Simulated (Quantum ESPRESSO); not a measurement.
KBr: phonons with PBE

The system is KBr.

```
Br K
1.0
     0.00000    3.30000    3.30000
     3.30000    0.00000    3.30000
     3.30000    3.30000    0.00000
Br K
1 1
Direct
  0.50000 0.50000 0.50000
  0.00000 0.00000 0.00000
```

```json
{"Program": "Quantum ESPRESSO 7.5", "Task": "phonons", "Functional": "PBE", "Potentials or basis": "PseudoDojo 0.4.1 SR PBE standard", "Cutoff": "1007 eV", "Density cutoff": "4027 eV", "k mesh": "4 × 4 × 4, shifted", "Occupations": "fermi-dirac, width 0.05 eV", "Spin": "no spin polarisation", "Mixing beta": "0.5", "Most SCF iterations": "120", "SCF threshold": "4e-10 Ry"}
```

| Property | Result |
| --- | --- |
| Relaxed volume | 37.64 Å³/atom |
| Relaxed cell | a = 4.740 Å, b = 4.740 Å, c = 4.740 Å, α = 60.00°, β = 60.00°, γ = 60.00° |
| Space group after relaxing (to 0.05 Å) | Fm-3m (No. 225) |
| Pressure after relaxing | 0.0 GPa |
| Highest phonon frequency at the q point run | 111 cm⁻¹ |

Step by step:
```csv
step,energy change (eV),largest force (eV/Å),pressure (GPa),volume (Å³)
1,0.0000,0.0000,0.70,71.87
2,-0.0011,0.0000,0.64,72.13
3,-0.0022,0.0000,0.58,72.42
4,-0.0036,0.0000,0.48,72.84
5,-0.0052,0.0000,0.35,73.49
6,-0.0068,0.0000,0.15,74.46
7,-0.0071,0.0000,0.01,75.25
8,-0.0071,0.0000,0.00,75.28
```

Final structure:
```yaml
crystal:
  lattice:
    - [0.00000, 3.35135, 3.35135]
    - [3.35135, 0.00000, 3.35135]
    - [3.35135, 3.35135, 0.00000]
  atoms:
    - { symbol: Br, position: [0.50000, 0.50000, 0.50000] }
    - { symbol: K, position: [0.00000, 0.00000, 0.00000] }
```

Levels at points of the mesh, in eV from the valence-band top:
```csv
k point,band 6,band 7,band 8,band 9,band 10,band 11
"(0.12, 0.12, 0.12)",-0.16,0.00,0.00,4.73,7.53,7.82
```

Phonon frequencies in cm⁻¹ (negative: imaginary):
```tsv
q point	frequencies
(0.500, 0.000, 0.500)	42 42 72 104 104 111
```

Phonon modes at q = (0.500, 0.000, 0.500) in reciprocal lattice units:
```csv
mode,symmetry,cm⁻¹
1,E_u,42
2,E_u,42
3,A_2u,72
4,E_u,104
5,E_u,104
6,A_2u,111
```

Run time: 2.4 min on 4 MPI ranks on Arm Neoverse V2, on a shared host, peak memory 0.36 GiB a rank.
